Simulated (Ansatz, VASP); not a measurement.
# Cross-check of Hf9In5Ga5As10O18 (amorphous HfO2 against InGaAs(110), 7.4 A) between VASP and Ansatz

Aim: how closely do two programs agree when they are given the same cell, functional and k mesh? Of the first pair: The structure shown is the start of the Ansatz relaxation below; VASP solves that cell, so the two are compared at the walk's first step.

Calculated with Ansatz 0.2.0; plane waves, with VASP 6.6.1 beside it; single point at PBE.

**1. The starting structure**

The cell holds 94 atoms: 10 In, 20 As, 10 Ga, 18 Hf and 36 O. Cell: a = 11.900 Å, b = 8.415 Å, c = 18.019 Å, α = 90.0°, β = 90.0°, γ = 90.0°. It derives from InGaAs2 (5 planes of zincblende GaAs(110)). A slab of 5 planes of zincblende GaAs(110) (starting lattice constant a = 5.95 A), 11.90 x 8.41 A in plane, 50 % of Ga replaced at random by In. 54 atoms (18 Hf, 36 O) packed at random between the slab and its periodic image at 8.5 g/cm^3 (a layer of 7.4 A) and pushed apart as soft spheres. Langevin MD at fixed cell with the MACE-MP-0b2 small potential (Batatia et al., arXiv:2401.00096), steps of 2 fs: 0.84 ps at 3200 K with the crystal held, 3200 to 550 K in 2.4 ps with the crystal held, 550 to 300 K in 1.2 ps with its inner planes held; soft walls kept the melt out of the crystal while it was held. Then all atoms and the cell's height relaxed. The structure's axis is c.

**2. Ansatz: relaxation, PBE**

Ansatz runs on its default PAW (the set named soft_2) files.

The two programs are compared at the cell with which this relaxation starts, whose forces are those of its first step.

Input file input.yaml:

```yaml
crystal:
  lattice:
    - [11.9, 0.0, 0.0]
    - [0.0, 8.41457, 0.0]
    - [0.0, 0.0, 18.01856]
  atoms:
    - { symbol: In, position: [0.99742, 0.997, 0.39154] }
    - { symbol: As, position: [0.14671, 0.03227, 0.05059] }
    - { symbol: Ga, position: [0.24798, 0.76685, 0.05927] }
    - { symbol: As, position: [0.39757, 0.77137, 0.15765] }
    - { symbol: In, position: [0.26192, 0.30996, 0.05003] }
    - { symbol: As, position: [0.40568, 0.27991, 0.16254] }
    - { symbol: In, position: [0.00939, 0.02742, 0.16618] }
    - { symbol: As, position: [0.14119, 0.01098, 0.2812] }
    - { symbol: Ga, position: [0.00398, 0.52675, 0.16908] }
    - { symbol: As, position: [0.12297, 0.51173, 0.28347] }
    - { symbol: In, position: [0.264, 0.27026, 0.27612] }
    - { symbol: As, position: [0.37844, 0.23602, 0.39965] }
    - { symbol: In, position: [0.26679, 0.75265, 0.27799] }
    - { symbol: As, position: [0.37749, 0.75518, 0.40406] }
    - { symbol: Ga, position: [0.00096, 0.49085, 0.39876] }
    - { symbol: As, position: [0.11311, 0.54437, 0.05289] }
    - { symbol: As, position: [0.08169, 0.99167, 0.52384] }
    - { symbol: In, position: [0.21764, 0.7428, 0.51399] }
    - { symbol: In, position: [0.24198, 0.22519, 0.51693] }
    - { symbol: As, position: [0.10049, 0.47188, 0.52026] }
    - { symbol: Ga, position: [0.49885, 0.99427, 0.38701] }
    - { symbol: As, position: [0.63848, 0.04813, 0.04586] }
    - { symbol: Ga, position: [0.76387, 0.81431, 0.05341] }
    - { symbol: As, position: [0.8813, 0.77126, 0.1661] }
    - { symbol: Ga, position: [0.76139, 0.28836, 0.06085] }
    - { symbol: As, position: [0.88208, 0.28397, 0.17094] }
    - { symbol: Ga, position: [0.5189, 0.02369, 0.15827] }
    - { symbol: As, position: [0.63086, 0.00692, 0.27727] }
    - { symbol: Ga, position: [0.52326, 0.52939, 0.16248] }
    - { symbol: As, position: [0.63372, 0.51327, 0.28007] }
[... 58 atom lines left out ...]
    - { symbol: O, position: [0.4828, 0.45133, 0.79549] }
    - { symbol: O, position: [0.84498, 0.87486, 0.96422] }
    - { symbol: O, position: [0.5633, 0.58361, 0.67353] }
    - { symbol: O, position: [0.81099, 0.37065, 0.67991] }
    - { symbol: O, position: [0.35923, 0.54033, 0.63959] }
    - { symbol: O, position: [0.1378, 0.19329, 0.70877] }
kpoints:
  mp_grid: { grid: [1, 1, 1] }
hamiltonian:
  xc: pbe
scf:
  occupations: { method: fermi_dirac, width: 0.025 }
output:
  forces: true
relax:
  f_tol: 0.08
  max_steps: 90
  cell: { fix: [a, b, alpha, beta, gamma] }
```

Run with:

```bash
$ ansatz run input.yaml --threads 4 --pin off --max-ram 15872MiB --backend cpu --events-out ev --progress --plain --runs-dir out
```

Numbers of over 12 decimals in the logs are rounded to 6 here.

Log:

```text
Engine: ansatz 0.2.0, aarch64-unknown-linux-gnu
Pseudopotentials: kind: paw
Pseudopotential: In, paw, valence charge 13, recommended cutoff 420 eV (normal), In.paw.azcp
Pseudopotential: As, paw, valence charge 15, recommended cutoff 420 eV (normal), As.paw.azcp
Pseudopotential: Ga, paw, valence charge 13, recommended cutoff 420 eV (normal), Ga.paw.azcp
Pseudopotential: Hf, paw, valence charge 26, recommended cutoff 420 eV (normal), Hf.paw.azcp
Pseudopotential: O, paw, valence charge 6, recommended cutoff 420 eV (normal), O.paw.azcp
Functional definition: PBE
  parameter kappa = 0.804
  parameter beta = 0.066725
  exchange = pbe_x(kappa = kappa, mu = beta*pi^2/3)
  correlation = pbe_c(beta = beta)
Crystal: 94 atoms, lattice volume = 1804.259 Å³
Basis set: ecut = 420 eV, 35259 PW (Γ), exchange–correlation on 160×120×250 points (8 copies of the dense FFT grid, shifted against one another)
Bands: 747, of which v1, the nominal top of the filled ones, is band 622 counted from 1 (621 counted from 0)
Symmetry: 1 space group operations
Space group: P1 (ITA 1), of the structure as read, at distance tolerance 1.2e-4 Å
k-points: 1
Non-local potential: In, projectors of the file, l = 0: 2, l = 1: 2, l = 2: 2, l = 3: 2
Non-local potential: As, projectors of the file, l = 0: 2, l = 1: 2, l = 2: 3, l = 3: 1
Non-local potential: Ga, projectors of the file, l = 0: 2, l = 1: 2, l = 2: 3, l = 3: 1
Non-local potential: Hf, projectors of the file, l = 0: 3, l = 1: 2, l = 2: 2, l = 3: 3
Non-local potential: O, projectors of the file, l = 0: 2, l = 1: 2, l = 2: 1
PAW form: soft (Blöchl's): semilocal exchange-correlation on the pseudo side does not see the compensation charge
PAW one-centre angular grid: In, 590 points (default); XC on 64 Gauss nodes
PAW one-centre angular grid: As, 590 points (default); XC on 64 Gauss nodes
PAW one-centre angular grid: Ga, 590 points (default); XC on 64 Gauss nodes
PAW one-centre angular grid: Hf, 590 points (default); XC on 64 Gauss nodes
PAW one-centre angular grid: O, 110 points (default); XC on 64 Gauss nodes
Initial density: superposition of atomic densities (neutral atoms: chi_scale 0, normalization atom), corrected by the library's trained network
Initial wavefunctions: pseudopotential atomic-orbital guess
Functional: x = pbe(κ = 0.804, μ = 0.219515), c = pbe(β = 0.066725)
SCF iter   1: F=—  HF=-494421.493579 eV  |F-HF|=—  |Δ(HF+E_count)|=         —  Δρ=5.22e-3  dr2=1.07e0  ethr=1.77e-3  ⟨swp⟩=5.0  Hψ=2366  notcnv=0  defer=107
preconditioner: auto → LDOS  [insulator: Δε(μ)=0.111 eV  Ē_g=13.834 eV  σ=0.025 eV  W_gap=0.80  n_scr=508 (ndim 8)  ℏωp=26.2 eV  f_vac=0.138  D(μ)=14.20/eV (n_scr^D=56)  ε∞_Penn≈4.6  β→1.0]
SCF iter   2: F=—  HF=-494421.586157 eV  |F-HF|=—  |Δ(HF+E_count)|=   9.26e-2  Δρ=5.95e-3  dr2=1.13e0  ethr=8.64e-5  ⟨swp⟩=3.0  Hψ=1322  notcnv=0  defer=114
SCF iter   3: F=—  HF=-494421.448348 eV  |F-HF|=—  |Δ(HF+E_count)|=   1.38e-1  Δρ=4.68e-3  dr2=4.88e-1  ethr=8.64e-5  ⟨swp⟩=4.0  Hψ=1152  notcnv=0  defer=114
SCF iter   4: F=—  HF=-494421.351768 eV  |F-HF|=—  |Δ(HF+E_count)|=   9.66e-2  Δρ=1.19e-3  dr2=5.64e-2  ethr=3.92e-5  ⟨swp⟩=2.0  Hψ=1295  notcnv=0  defer=114
SCF iter   5: F=—  HF=-494421.343149 eV  |F-HF|=—  |Δ(HF+E_count)|=   8.62e-3  Δρ=4.79e-4  dr2=1.17e-2  ethr=4.53e-6  ⟨swp⟩=2.0  Hψ=1075  notcnv=0  defer=114
SCF iter   6: F=—  HF=-494421.342502 eV  |F-HF|=—  |Δ(HF+E_count)|=   6.47e-4  Δρ=3.29e-4  dr2=4.43e-3  ethr=9.43e-7  ⟨swp⟩=2.0  Hψ=1052  notcnv=0  defer=114
SCF iter   7: F=—  HF=-494421.342218 eV  |F-HF|=—  |Δ(HF+E_count)|=   2.84e-4  Δρ=2.05e-4  dr2=1.78e-3  ethr=3.56e-7  ⟨swp⟩=2.0  Hψ=1077  notcnv=0  defer=114
SCF iter   8: F=—  HF=-494421.342052 eV  |F-HF|=—  |Δ(HF+E_count)|=   1.66e-4  Δρ=1.11e-4  dr2=5.85e-4  ethr=1.43e-7  ⟨swp⟩=2.0  Hψ=1057  notcnv=0  defer=114
SCF iter   9: F=—  HF=-494421.341885 eV  |F-HF|=—  |Δ(HF+E_count)|=   1.67e-4  Δρ=6.83e-5  dr2=2.09e-4  ethr=4.70e-8  ⟨swp⟩=2.0  Hψ=1049  notcnv=0  defer=114
SCF iter  10: F=—  HF=-494421.341925 eV  |F-HF|=—  |Δ(HF+E_count)|=   4.05e-5  Δρ=4.30e-5  dr2=7.15e-5  ethr=1.68e-8  ⟨swp⟩=2.0  Hψ=1049  notcnv=0  defer=114
SCF iter  11: F=—  HF=-494421.341514 eV  |F-HF|=—  |Δ(HF+E_count)|=   4.11e-4  Δρ=3.00e-5  dr2=3.02e-5  ethr=5.75e-9  ⟨swp⟩=2.0  Hψ=1207  notcnv=0  defer=114
SCF iter  12: F=—  HF=-494421.341513 eV  |F-HF|=—  |Δ(HF+E_count)|=   1.08e-6  Δρ=2.13e-5  dr2=1.32e-5  ethr=2.42e-9  ⟨swp⟩=2.0  Hψ=1079  notcnv=0  defer=114
SCF iter  13: F=—  HF=-494421.341512 eV  |F-HF|=—  |Δ(HF+E_count)|=   9.47e-7  Δρ=9.71e-6  dr2=3.27e-6  ethr=1.06e-9  ⟨swp⟩=2.0  Hψ=1077  notcnv=0  defer=114
SCF iter  14: F=—  HF=-494421.341512 eV  |F-HF|=—  |Δ(HF+E_count)|=   2.79e-8  Δρ=6.47e-6  dr2=1.54e-6  ethr=2.63e-10  ⟨swp⟩=2.0  Hψ=1051  notcnv=0  defer=114
[...]
atom  88  O      0.00130931    -0.00837527     0.00423150
  atom  89  O      0.00553158     0.00095518    -0.01011353
  atom  90  O      0.00983087     0.00342813    -0.01089777
  atom  91  O      0.01030591     0.00952567     0.00273370
  atom  92  O      0.00916162     0.01476065    -0.00358550
  atom  93  O      0.00266364     0.01169511     0.00378864
  atom  94  O     -0.00955188    -0.00754783     0.00444141
  max |Σ_I F_I| component: 1.80e-5 eV/Å
--- Stress (GPa, compression-positive) ---
       -0.590344       0.798902       0.122974
        0.798902       2.122544       0.543606
        0.122974       0.543606      -0.011064
  P = ⅓ Tr σ = 0.5070 GPa (5.070 kbar)
--- Relaxed structure (19 steps of the walk, 17 accepted, 2 SCFs on fresh bases) ---
  F+E_penalty+E_count = -494424.22899822 eV   max|allowed force component| = 2.622e-2 eV/Å   (the final SCF, on the basis selected at the relaxed cell)
  cell:  # Å, volume = 1819.0106 Å³
    - [11.9, 0, 0]
    - [0, 8.41457, 0]
    - [0, 0, 18.165876]
  atoms:
    - { symbol: In, position: [1.006370, 1.009947, 0.375512] }
    - { symbol: As, position: [0.154830, 0.026993, 0.041640] }
    - { symbol: Ga, position: [0.246307, 0.758586, 0.060896] }
    - { symbol: As, position: [0.403876, 0.780734, 0.151140] }
    - { symbol: In, position: [0.243606, 0.305555, 0.078254] }
    - { symbol: As, position: [0.416302, 0.284047, 0.165395] }
    - { symbol: In, position: [0.014960, 0.033677, 0.169774] }
    - { symbol: As, position: [0.167179, 0.036554, 0.278197] }
    - { symbol: Ga, position: [0.00932108, 0.535601, 0.171257] }
    - { symbol: As, position: [0.135662, 0.537066, 0.281266] }
    - { symbol: In, position: [0.285898, 0.302464, 0.287856] }
    - { symbol: As, position: [0.408765, 0.272039, 0.410474] }
    - { symbol: In, position: [0.290253, 0.773775, 0.280257] }
    - { symbol: As, position: [0.379793, 0.772810, 0.413922] }
    - { symbol: Ga, position: [0.00955347, 0.498126, 0.386520] }
    - { symbol: As, position: [0.105416, 0.539285, 0.051644] }
    - { symbol: As, position: [-0.017740, 1.005524, 0.525872] }
    - { symbol: In, position: [0.179200, 0.790871, 0.511933] }
    - { symbol: In, position: [0.291052, 0.341669, 0.533188] }
    - { symbol: As, position: [0.087802, 0.483510, 0.524334] }
    - { symbol: Ga, position: [0.510307, 1.008619, 0.398882] }
    - { symbol: As, position: [0.629667, 0.052054, 0.040638] }
    - { symbol: Ga, position: [0.757270, 0.815367, 0.054402] }
    - { symbol: As, position: [0.884208, 0.780255, 0.160073] }
    - { symbol: Ga, position: [0.744187, 0.293400, 0.068181] }
    - { symbol: As, position: [0.883542, 0.292268, 0.166930] }
    - { symbol: Ga, position: [0.528011, 0.029267, 0.158244] }
    - { symbol: As, position: [0.630545, 0.024434, 0.280408] }
    - { symbol: Ga, position: [0.525557, 0.537720, 0.153272] }
    - { symbol: As, position: [0.631316, 0.534853, 0.273751] }
    - { symbol: Ga, position: [0.743542, 0.282259, 0.271906] }
    - { symbol: As, position: [0.879305, 0.267908, 0.373575] }
    - { symbol: Ga, position: [0.753432, 0.776513, 0.266994] }
    - { symbol: As, position: [0.893103, 0.743832, 0.365520] }
    - { symbol: In, position: [0.538820, 0.531057, 0.412192] }
    - { symbol: As, position: [0.652124, 0.553894, 0.043300] }
    - { symbol: As, position: [0.606956, 0.00610635, 0.519771] }
    - { symbol: In, position: [0.775710, 0.811472, 0.480951] }
    - { symbol: In, position: [0.854474, 0.299588, 0.516694] }
    - { symbol: As, position: [0.692886, 0.524304, 0.524350] }
    - { symbol: Hf, position: [0.973053, 0.029218, 0.943726] }
    - { symbol: Hf, position: [0.367622, 0.567715, 0.892987] }
    - { symbol: Hf, position: [0.530929, 0.893725, 0.812134] }
    - { symbol: Hf, position: [0.432435, 0.230640, 0.866610] }
    - { symbol: Hf, position: [0.963488, 0.414290, 0.672396] }
    - { symbol: Hf, position: [0.451508, 0.367188, 0.692617] }
    - { symbol: Hf, position: [0.810028, 0.785580, 0.856364] }
    - { symbol: Hf, position: [0.019846, 0.059467, 0.764773] }
    - { symbol: Hf, position: [0.226786, 0.941681, 0.898067] }
    - { symbol: Hf, position: [0.171736, 0.346526, 0.806548] }
    - { symbol: Hf, position: [0.716925, 0.177643, 0.753157] }
    - { symbol: Hf, position: [0.888578, 0.861920, 0.643386] }
    - { symbol: Hf, position: [0.630102, 0.500349, 0.882495] }
    - { symbol: Hf, position: [0.708005, 0.587575, 0.682958] }
    - { symbol: Hf, position: [0.285544, 0.037073, 0.692774] }
    - { symbol: Hf, position: [0.097421, 0.692333, 0.796662] }
    - { symbol: Hf, position: [0.430004, 0.737549, 0.626370] }
    - { symbol: Hf, position: [0.907193, 0.420007, 0.873775] }
    - { symbol: O, position: [0.867999, 0.069265, 0.702573] }
    - { symbol: O, position: [0.261725, 0.584761, 0.807887] }
    - { symbol: O, position: [0.079694, 0.824339, 0.896145] }
    - { symbol: O, position: [0.595671, 0.257035, 0.684709] }
    - { symbol: O, position: [0.074035, 0.488120, 0.870707] }
    - { symbol: O, position: [0.922354, 0.647159, 0.807783] }
    - { symbol: O, position: [0.908873, -0.011166, 0.843473] }
    - { symbol: O, position: [0.294257, 0.739640, 0.953717] }
    - { symbol: O, position: [0.729459, 0.816572, 0.660601] }
    - { symbol: O, position: [0.436952, 0.890627, 0.719835] }
    - { symbol: O, position: [0.560870, 0.132490, 0.812844] }
    - { symbol: O, position: [0.701223, 0.937862, 0.803547] }
    - { symbol: O, position: [0.207626, 0.903845, 0.785344] }
    - { symbol: O, position: [0.359379, 0.198608, 0.626212] }
    - { symbol: O, position: [0.739847, 0.322460, 0.841312] }
    - { symbol: O, position: [0.335795, 0.232162, 0.767017] }
    - { symbol: O, position: [0.278279, 0.860079, 0.617016] }
    - { symbol: O, position: [0.970664, 0.300182, 0.779636] }
    - { symbol: O, position: [0.895208, 0.618703, 0.648804] }
    - { symbol: O, position: [0.285233, 0.346222, 0.899318] }
    - { symbol: O, position: [0.789856, 0.576095, 0.918200] }
    - { symbol: O, position: [0.023714, 0.843800, 0.713763] }
    - { symbol: O, position: [0.525713, 0.836151, 0.555245] }
    - { symbol: O, position: [0.492549, 0.396322, 0.938271] }
[...]
- { symbol: O, position: [0.394711, -0.00937786, 0.876261] }
    - { symbol: O, position: [0.920408, 0.250475, 0.951542] }
    - { symbol: O, position: [0.481476, 0.434741, 0.805286] }
    - { symbol: O, position: [0.848238, 0.873088, 0.965997] }
    - { symbol: O, position: [0.538398, 0.590354, 0.683498] }
    - { symbol: O, position: [0.796808, 0.375965, 0.698405] }
    - { symbol: O, position: [0.369669, 0.512309, 0.609707] }
    - { symbol: O, position: [0.140671, 0.175021, 0.705537] }
```

**3. VASP: single point, PBE, start cell, pair 1**

The same cell, functional, mesh and smearing now go to VASP, with its own data sets.

Lines of VASP's logs that name or quote its potential files are left out, and so is its time.

Input file INCAR:

```
SYSTEM = Hf9In5Ga5As10O18
PREC = Accurate
ENCUT = 520
EDIFF = 1E-06
NELM = 120
ISMEAR = -1
SIGMA = 0.025
LREAL = Auto
ALGO = Normal
GGA = PE
NBANDS = 448
LASPH = .TRUE.
LORBIT = 11
LWAVE = .FALSE.
LCHARG = .FALSE.
ISIF = 2
GGA_COMPAT = .FALSE.
EFERMI = MIDGAP
NCORE = 2
```

Input file POSCAR:

```
Hf9In5Ga5As10O18
1.0
   11.9000000000      0.0000000000      0.0000000000
    0.0000000000      8.4145700000      0.0000000000
    0.0000000000      0.0000000000     18.0185600000
In As Ga Hf O
10 20 10 18 36
Direct
    0.9974201681      0.9969968757      0.3915407225
    0.2619159664      0.3099623629      0.0500317450
    0.0093865546      0.0274167307      0.1661786513
    0.2640000000      0.2702574225      0.2761208443
    0.2667899160      0.7526468970      0.2779911380
    0.2176386555      0.7427949378      0.5139922391
    0.2419831933      0.2251927312      0.5169281008
    0.5076806723      0.4940240559      0.4031121244
    0.7216722689      0.7613579779      0.4891123375
    0.7715294118      0.2225425660      0.5215178127
    0.1467058824      0.0322654634      0.0505922782
    0.3975714286      0.7713644310      0.1576485579
    0.4056806723      0.2799073512      0.1625379609
    0.1411932773      0.0109809533      0.2811989415
    0.1229663866      0.5117314373      0.2834688233
    0.3784369748      0.2360191905      0.3996490286
    0.3774873950      0.7551782206      0.4040611458
    0.1131092437      0.5443653092      0.0528899091
    0.0816890756      0.9916727771      0.5238376430
    0.1004873950      0.4718838871      0.5202580006
    0.6384789916      0.0481308017      0.0458582706
    0.8813025210      0.7712574736      0.1661009537
    0.8820840336      0.2839717300      0.1709404081
    0.6308571429      0.0069165745      0.2772696597
    0.6337226891      0.5132644924      0.2800723254
    0.8743613445      0.2571729750      0.3875892413
    0.8786302521      0.7342264667      0.3856412499
    0.6595798319      0.5504024567      0.0593721141
    0.5837983193      0.0047061228      0.5095412730
    0.6329327731      0.4764355160      0.5231716630
[... 58 atom lines left out ...]
    0.4827983193      0.4513243101      0.7954908716
    0.8449831933      0.8748634808      0.9642224462
    0.5633025210      0.5836067678      0.6735277403
    0.8109915966      0.3706547096      0.6799100483
    0.3592268908      0.5403246987      0.6395905111
    0.1377983193      0.1932956764      0.7087691802
```

Input file KPOINTS:

```
Automatic mesh
0
Gamma
1 1 1
0 0 0
```

Potentials, in the order of the species: In_d, As, Ga_d, Hf_pv and O (PBE family, release 64).

Run with:

```bash
$ mpirun -np 8 vasp_gam
```

Log:

```text
[banner, memory and clock lines left out]
running    8 mpi-ranks, on    1 nodes
[...]
LDA part: xc-table for (Slater+PW92), standard interpolation
 POSCAR, INCAR and KPOINTS ok, starting setup
[...]
entering main loop
       N       E                     dE             d eps       ncg     rms          rms(c)
DAV:   1     0.149961502938E+05    0.14996E+05   -0.33428E+05   896   0.224E+03
DAV:   2     0.336975645496E+04   -0.11626E+05   -0.11137E+05   912   0.697E+02
DAV:   3    -0.110617833360E+03   -0.34804E+04   -0.32611E+04  1120   0.303E+02
DAV:   4    -0.734746151050E+03   -0.62413E+03   -0.60035E+03  1280   0.130E+02
[...]
DAV:  20    -0.676669424642E+03   -0.25784E-05   -0.53421E-05  1128   0.243E-02    0.186E-02
DAV:  21    -0.676669421000E+03    0.36419E-05   -0.21027E-05  1064   0.121E-02    0.678E-03
DAV:  22    -0.676669420521E+03    0.47871E-06   -0.50074E-06   896   0.558E-03
   1 F= -.67666942E+03 E0= -.67664299E+03  d E =-.528525E-01
```

Parts of OUTCAR (step 3):

```text
  FREE ENERGIE OF THE ION-ELECTRON SYSTEM (eV)
  ---------------------------------------------------
  free  energy   TOTEN  =      -676.6694205215 eV

  energy  without entropy=     -676.6165679945  energy(sigma->0) =     -676.64299426
```

The run ends at a pressure of 0.64 GPa, with forces up to 1.1 eV/Å.

**4. Side by side**

Known differences besides the potentials themselves: the data sets hold 1244 valence electrons in Ansatz (on its default PAW (the set named soft_2) files) and 756 in VASP; the cutoff is 420 eV in Ansatz and 520 eV in VASP (PREC = Accurate, projectors in real space). Total energies have different zeros and are not compared.

Forces on 10 of the 94 atoms, those with the largest forces and the largest differences (eV/Å; atoms numbered as in POSCAR):

| atom | Ansatz x, y, z | VASP x, y, z |
| --- | --- | --- |
| As11 | 0.225, -0.039, -1.082 | 0.220, -0.033, -1.108 |
| As19 | -0.695, -0.343, 0.763 | -0.716, -0.347, 0.784 |
| Ga31 | -0.157, -0.168, 0.846 | -0.165, -0.170, 0.872 |
| Ga35 | -0.610, -0.260, 0.754 | -0.619, -0.266, 0.768 |
| Hf45 | -0.177, 0.502, -0.578 | -0.243, 0.633, -0.372 |
| Hf52 | 0.277, 0.359, 0.382 | 0.209, 0.277, 0.601 |
| Hf54 | -0.445, -0.449, -0.763 | -0.404, -0.407, -0.695 |
| Hf55 | 0.245, -0.028, -0.867 | 0.281, -0.005, -0.817 |
| O81 | 0.202, 0.287, -0.410 | 0.092, 0.170, -0.245 |
| O90 | 0.648, 0.386, -0.340 | 0.735, 0.453, -0.487 |

The forces differ by 54 meV/Å r.m.s., which is 20.6 % of the r.m.s. force of 0.263 eV/Å (both taken over all components).

[end of part 1 of 2]

[Lines on the potential files, build, host, timing and source positions are cut from VASP's logs without a mark.]

[Logs are printed without paths, hosts, clocks, repeated set-up lines and the standing remarks that a program may print on its own settings, such as how far it seeks lower states.]

[Hosts, paths, dates, database ids (printed as entryN), source tags and the programs' standing remarks are cut or masked in the printed files.]
